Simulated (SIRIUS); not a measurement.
The system is CuO.

```
CELL_PARAMETERS angstrom
2.83633 0.00000 0.00000
-1.41816 2.45633 0.00000
0.00000 0.00000 2.76811
ATOMIC_POSITIONS crystal
Cu 0.00000 0.00000 0.00000
O 0.66667 0.33333 0.50000
```

Measurements of this composition are mostly on another form, of space group No. 15.

Base run:

| Item | Value |
| --- | --- |
| Program | SIRIUS 7.10.0 |
| Functional | B86bPBE |
| Potentials or basis | PseudoDojo 0.4.1 PBE standard (scalar relativistic) |
| Cutoff | 1254 eV |
| Density cutoff | 5016 eV |
| k mesh | 9 × 9 × 8 |
| Occupations | fermi-dirac, width 0.05 eV |
| Spin | no spin polarisation |

Its results: band gap on the k mesh none (metal or under the smearing width); pressure 0.4 GPa.

**Question.** The run is repeated on the same cell with these changes: functional from B86bPBE to AM05; libxc names from ["XC_GGA_X_B86_MGC", "XC_GGA_C_PBE"] to ["XC_GGA_X_AM05", "XC_GGA_C_AM05"]. What comes out?

**Answer.** Band gap on the k mesh none (metal or under the smearing width); pressure -9.7 GPa.

Caveats: the potentials were made for another functional, which shifts forces and pressure; an odd number of electrons without spin polarisation forces a metal; a magnetic or distorted state may lie lower; the run has no spin polarisation, though such a crystal can be magnetic; semilocal functionals often make such compounds metallic where correlation or magnetic order opens a gap, which also shifts bond lengths.
